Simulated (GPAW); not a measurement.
ZrS, 2 atoms in the cell. It takes space group Fm-3m (No. 225, cubic). The conventional cell has a = 5.250 Å, b = 5.250 Å, c = 5.250 Å, α = 90.00°, β = 90.00°, γ = 90.00°. Around Zr (site symmetry m-3m) lie 6 S at 2.62 Å. Around S (site symmetry m-3m) lie 6 Zr at 2.62 Å. 

| Item | Value |
| --- | --- |
| Program | GPAW 26.7.0 |
| Task | relaxation of cell and atoms |
| Functional | BLYP |
| Dispersion | D3(BJ) |
| Potentials or basis | PAW data sets generated in the run's folder for this functional |
| Cutoff | 600 eV |
| Basis | pw |
| k mesh | 9 × 9 × 9 |
| Occupations | fermi-dirac, width 0.05 eV |
| Spin | no spin polarisation |
| Eigensolver | davidson |
| Maxiter | 150 |
| Optimizer | BFGS |
| Fmax | 0.02 eV/Å |
| Max steps | 60 |
| Convergence | density=1e-05 forces=0.0001 |

Potentials or basis: PAW data sets generated in the run's folder for this functional, pw.

Launch:

```bash
$ gpaw-setup -f BLYP S Zr
$ OMP_NUM_THREADS=1 python run.py
```

Hardware: 1 thread of Intel(R) Xeon(R) 6975P-C (Granite Rapids), on a shared host.

Problem. How long does it take, and how much memory?

Solution. Run time: 33 s on 1 thread of Intel(R) Xeon(R) 6975P-C (Granite Rapids), on a shared host, peak memory 0.23 GiB. Counts: scf iterations 40, plane waves 1243, bands 19, k points 35, ion steps 4.
